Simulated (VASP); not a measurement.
Crystal: Mg.

```xyz
2
Lattice="3.6000 0.0000 0.0000 0.0000 3.6000 0.0000 0.0000 0.0000 3.6000" Properties=species:S:1:pos:R:3 pbc="T T T"
Mg    0.0000    0.0000    0.0000
Mg    1.8000    1.8000    1.8000
```

The cell was built by a generator and needn't be a form met in nature.

* Program: VASP 6.6.1
* Task: relaxation of cell and atoms
* Functional: r2SCAN
* Potentials or basis: VASP PAW PBE potentials, release 64 (Mg)
* Cutoff: 600 eV
* k mesh: 6 × 6 × 6
* Occupations: fermi-dirac, width 0.05 eV
* Spin: no spin polarisation

At the start: pressure -1.5 GPa; volume 23.33 Å³/atom.

Q: Where does the relaxation end?

A: Over 3 steps the energy falls by 4.5 meV/atom and the volume is 22.42 Å³/atom (-3.9 %); space group Im-3m (No. 229, to 0.05 Å).

The path:
```
step  energy change (eV)  largest force (eV/Å)  pressure (GPa)  volume (Å³)
   1              0.0000                0.0000           -1.49        46.66
   2             -0.0085                0.0000           -0.34        45.21
   3             -0.0089                0.0000           -0.02        44.83
```

Final structure:
```cif
data_structure
_symmetry_space_group_name_H-M 'P 1'
_symmetry_Int_Tables_number 1
_cell_length_a 3.5525
_cell_length_b 3.5525
_cell_length_c 3.5525
_cell_angle_alpha 90.000
_cell_angle_beta 90.000
_cell_angle_gamma 90.000
_cell_volume 44.83
loop_
_atom_site_label
_atom_site_type_symbol
_atom_site_fract_x
_atom_site_fract_y
_atom_site_fract_z
_atom_site_occupancy
Mg1 Mg 0.00000 0.00000 0.00000 1
Mg2 Mg 0.50000 0.50000 0.50000 1
```

Caveat: the PAW data sets were made with another functional, which shifts forces and pressure a little.
